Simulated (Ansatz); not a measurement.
Yb:

```xyz
1
Lattice="-2.1515 2.1515 2.1515 2.1515 -2.1515 2.1515 2.1515 2.1515 -2.1515" Properties=species:S:1:pos:R:3 pbc="T T T"
Yb    0.0000    0.0000    0.0000
```

This isn't the form of Yb at room conditions, which is fcc.

Base run:

| Quantity | Value |
| --- | --- |
| Program | Ansatz 0.2.0 |
| Functional | PBEsol |
| Potentials or basis | Ansatz PAW |
| Cutoff | 420 eV |
| Density cutoff | 1680 eV |
| k mesh | 9 × 9 × 9 |
| Occupations | gaussian, width 0.05 eV |
| Spin | collinear spin, ferromagnetic start |
| Starting moments | [1.0] μB |

Its results: band gap on the k mesh none (metal or under the smearing width); pressure -3.4 GPa; net moment 0.00 μB per cell.

Q: The run is repeated on the same cell with these changes: functional from PBEsol to m-r2SCAN; cutoff from 420 eV to 500 eV; density cutoff from 1680 eV to 2000 eV; occupations from gaussian, width 0.05 eV to tetrahedron. What comes out?

A: Band gap on the k mesh none (metal or under the smearing width); pressure -2.6 GPa; net moment 0.00 μB per cell.

Caveats: spin-orbit coupling is left out, which moves the levels of the heavy elements; the PAW data sets come from PBE, with cores solved anew for the run's functional, which leaves a small shift of forces and pressure; the magnetic or orbital state may not be the lowest (some runs).

Not every run made on this cell is shown here.
